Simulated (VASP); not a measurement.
Here is a VASP 6.6.1 calculation.

Contents of INCAR:

```
SYSTEM = Se
  PREC = Accurate
  ENCUT = 600
  EDIFF = 1E-7
  ISMEAR = 0
  SIGMA = 0.05
  LREAL = .FALSE.
  LASPH = .TRUE.
  NELM = 100
  ALGO = Normal
  ISIF = 3
  LWAVE = .FALSE.
  LCHARG = .FALSE.
  GGA = PE
  IBRION = 2
  NSW = 80
  EDIFFG = -0.03
```

KPOINTS

```
Automatic mesh
0
G
  6 6 4
  0 0 0
```

POSCAR

```
Se
1.0
    4.3662000000      0.0000000000      0.0000000000
   -2.1831000000      3.7812401180      0.0000000000
    0.0000000000      0.0000000000      4.9536000000
Se
3
Direct
    0.2254000000      0.0000000000      0.8333333333
    0.0000000000      0.2254000000      0.1666666667
    0.7746000000      0.7746000000      0.5000000000
```

Potentials or basis: VASP PAW PBE potentials, release 64 (Se).

Command:

```console
$ cat potpaw_PBE.64/Se/POTCAR > POTCAR
$ mpirun -np 1 vasp_std > vasp.out
```

Task: Estimate the band gap on the k mesh.

Result: 0.88 eV, indirect (least direct gap 1.05 eV).

Task: Predict the relaxed cell.

Result: a = 4.412 Å, b = 4.412 Å, c = 5.084 Å, α = 90.00°, β = 90.00°, γ = 120.00°.

Task: Predict the relaxed volume.

Result: 28.57 Å³/atom.

Task: Estimate the space group after relaxing (to 0.05 Å).

Result: P3_121 (No. 152).

Final structure:
```
Se
1.0
     4.41172    0.00000    0.00000
    -2.20586    3.82067    0.00000
     0.00000    0.00000    5.08435
Se
3
Direct
  0.22485 0.00000 0.83333
  0.00000 0.22485 0.16667
  0.77515 0.77515 0.50000
```

A k mesh can miss the band edges.
